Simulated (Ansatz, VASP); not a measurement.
Two plane-wave programs on Pb

```
CELL_PARAMETERS angstrom
3.48000 0.00000 0.00000
-1.74000 3.01377 0.00000
0.00000 0.00000 5.59000
ATOMIC_POSITIONS crystal
Pb 0.66667 0.33333 0.75000
Pb 0.33333 0.66667 0.25000
```

This isn't the form of Pb at room conditions, which is fcc.

Alike in both runs: functional PBEsol; k mesh 9 × 9 × 5; occupations fermi-dirac, width 0.05 eV; no spin polarisation.

|  | VASP | Ansatz |
| --- | --- | --- |
| version | VASP 6.6.1 | Ansatz 0.2.0 |
| potentials or method | VASP PAW PBE potentials, release 64 (Pb_d) | Ansatz PAW |
| plane-wave cutoff (eV) | 520 | 420 |
| valence electrons in the cell | 28 | 28 |
| task | single point | band structure |

```tsv
	VASP	Ansatz	Ansatz less VASP
gap on the k mesh at the Fermi level (eV)	none	none	-
pressure (GPa)	1.0	1.1	+0.09
largest component of the traceless stress (GPa)	2.53	2.54	+0.016
```

A gap of «none» marks a metal or a gap that the smearing closes.

Caveats: the PAW data sets were made with another functional, which shifts forces and pressure a little (VASP); spin-orbit coupling is left out, which moves the levels of the heavy elements (Ansatz); the PAW data sets come from PBE, with cores solved anew for the run's functional, which leaves a small shift of forces and pressure (Ansatz). The runs have no spin-orbit coupling, so splittings on Pb are missing.
